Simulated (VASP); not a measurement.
**VASP 6.6.1 run: TePb**

INCAR

```
LREAL = .FALSE.
LDAU = .TRUE.
ISIF = 2
ENCUT = 520
IBRION = -1
LCHARG = .FALSE.
SIGMA = 0.02
LDAUTYPE = 2
LWAVE = .FALSE.
NBANDS = 17
NSW = 0
LASPH = .TRUE.
EDIFF = 1E-7
NELM = 64
PREC = Accurate
GGA = PE
ISMEAR = -1
LDAUU = 4 4 4
LDAUL = 2 2 2
```

KPOINTS

```
KPOINTS created by Atomic Simulation Environment
0
Gamma
6 6 6
0 0 0
```

POSCAR

```
Pb Te
 1.0000000000000000
     0.0000000000000000    3.6414940559225757    3.6414940559225757
     3.6414940559225757   -0.0000000000000000    3.6414940559225757
     3.6414940559225757    3.6414940559225757   -0.0000000000000000
 Pb  Te
   1   1
Cartesian
 -0.0000000000000000 -0.0000000000000000  0.0000000000000000
  1.8207470279612878  1.8207470279612878  1.8207470279612878
```

The recommended PBE PAW datasets give the neutral cell 20 valence electrons.

Command

```
mpirun -np 1 vasp_std
```

OSZICAR

```
N       E                     dE             d eps       ncg     rms          rms(c)
DAV:   1     0.155017377279E+03    0.15502E+03   -0.88570E+03   544   0.104E+03
DAV:   2     0.583379526793E+01   -0.14918E+03   -0.14521E+03   577   0.274E+02
DAV:   3    -0.666878989987E+01   -0.12503E+02   -0.12461E+02   719   0.928E+01
DAV:   4    -0.703930280795E+01   -0.37051E+00   -0.37041E+00   603   0.198E+01
DAV:   5    -0.705696099107E+01   -0.17658E-01   -0.17658E-01   811   0.387E+00    0.337E+00
DAV:   6    -0.685068730694E+01    0.20627E+00   -0.50361E-01   729   0.386E+00    0.210E+00
DAV:   7    -0.684612438721E+01    0.45629E-02   -0.12183E-01   568   0.139E+00    0.989E-01
DAV:   8    -0.685030857556E+01   -0.41842E-02   -0.13924E-02   580   0.987E-01    0.215E-01
DAV:   9    -0.685081158282E+01   -0.50301E-03   -0.31582E-03   566   0.392E-01    0.653E-02
DAV:  10    -0.685116861737E+01   -0.35703E-03   -0.71284E-04   559   0.153E-01    0.424E-02
DAV:  11    -0.685130967047E+01   -0.14105E-03   -0.24898E-04   559   0.716E-02    0.326E-02
DAV:  12    -0.685131117341E+01   -0.15029E-05   -0.67724E-06   740   0.189E-02    0.172E-02
DAV:  13    -0.685131286318E+01   -0.16898E-05   -0.30905E-06   551   0.748E-03    0.626E-03
DAV:  14    -0.685131311329E+01   -0.25011E-06   -0.39356E-07   627   0.516E-03    0.256E-03
DAV:  15    -0.685131331653E+01   -0.20324E-06   -0.12361E-07   454   0.273E-03    0.232E-03
DAV:  16    -0.685131334944E+01   -0.32910E-07   -0.15237E-08   367   0.927E-04
   1 F= -.68513133E+01 E0= -.68513133E+01  d E =-.261541E-09
```

Standard output (part)

```
POSCAR found type information on POSCAR PbTe
 POSCAR found :  2 types and       2 ions
 LDA part: xc-table for (Slater+PW92), standard interpolation
 POSCAR, INCAR and KPOINTS ok, starting setup
 WAVECAR not read
 entering main loop
```

It converged. Results: gap between bands v and c on the k mesh 0.76 eV; least direct gap on the k mesh 1.21 eV; pressure 0.5 GPa. Band v is the last that the valence electrons fill when counted band by band, and c is the next.

Task: Why shouldn't this run be trusted?

Result: Wrong count of Hubbard values. On sound settings PBE gives a gap of 0.74 eV on its mesh and a pressure of 0.5 GPa for the intended cell. This run's energy (σ→0) differs from it by 146 meV an atom.
